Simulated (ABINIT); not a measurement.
A run of ABINIT 10.8.3 (patched build) is set up as follows.

run.abi

```
# Datasets: ground state, then fixed potential
ndtset 2

# Pseudopotentials
pp_dirpath "./"
pseudos "Al.GGA_PBE-JTH.xml, N.GGA_PBE-JTH.xml"

# Structure
acell 3*1.0 Angstrom
rprim
     3.1130000000     0.0000000000     0.0000000000
    -1.5565000000     2.6959370820     0.0000000000
     0.0000000000     0.0000000000     4.9810000000
ntypat 2
znucl 13 7
natom 4
typat 1 1 2 2
xred
     0.6666666667     0.3333333333     0.5000000000
     0.3333333333     0.6666666667     0.0000000000
     0.6666666667     0.3333333333     0.8800000000
     0.3333333333     0.6666666667     0.3800000000

# Plane-wave basis
ecut 31.0
pawecutdg 53.0
pawxcdev 0

# Exchange and correlation
ixc 14

# Bands and occupations
occopt 3
tsmear 0.05 eV

# SCF cycle
nstep 100

# Output
iomode 3
prtwf 0
prteig 0
prtebands 0
enunit 1
prtden1 1
prtvha1 1
prtvclmb1 1
prtpot1 1

# Dataset 1
kptopt1 1
ngkpt1 10 10 6
nshiftk1 1
shiftk1 0.0 0.0 0.0
nband1 12
tolvrs1 1.0e-9

# Dataset 2: bands along G-M-K-G-A-L-H-A
iscf2 -2
getden2 1
nband2 18
nbdbuf2 4
tolwfr2 1.0e-11
kptopt2 -7
ndivsm2 5
prteig2 1
kptbounds2
     0.0000000000     0.0000000000     0.0000000000
     0.5000000000     0.0000000000     0.0000000000
     0.3333333333     0.3333333333     0.0000000000
     0.0000000000     0.0000000000     0.0000000000
     0.0000000000     0.0000000000     0.5000000000
     0.5000000000     0.0000000000     0.5000000000
     0.3333333333     0.3333333333     0.5000000000
     0.0000000000     0.0000000000     0.5000000000
```

Potentials or basis: JTH PAW PBE v2.0.

Launch:

```bash
$ abinit run.abi > log 2>&1
```

**Question.** Estimate the band gap on the k mesh.

**Answer.** 4.23 eV, direct.

**Question.** What does it give for the pressure?

**Answer.** 6.5 GPa.

Forces in eV/Å, atoms in the order of the input:
```
Al   0.000  0.000 -0.138
Al   0.000  0.000 -0.138
N    0.000  0.000  0.138
N    0.000  0.000  0.138
```

Caveat: the PAW data sets were made with another functional, which shifts forces and pressure a little.

**Measured values to compare with.**

From “Self-assembly of well-separated AlN nanowires directly on sputtered metallic TiN films”, 2019, arxiv:1910.07391, for a bulk crystal of AlN at 10 K: band gap 6.034 eV (an exciton energy, a little under the gap).

Measured gap of AlN: 6.034 eV (an exciton energy, a little under the gap; 10 K; quoted in “Self-assembly of well-separated AlN nanowires directly on sputtered metallic TiN films”, 2019, arxiv:1910.07391). This calculation gives 4.23 eV (-1.80 eV). 2 values of this kind are on record (6.034 to 6.0343 eV); this one was drawn at random. The value is that of revPBE, without temperature or zero-point motion. Semilocal functionals fall short of measured gaps as a rule.
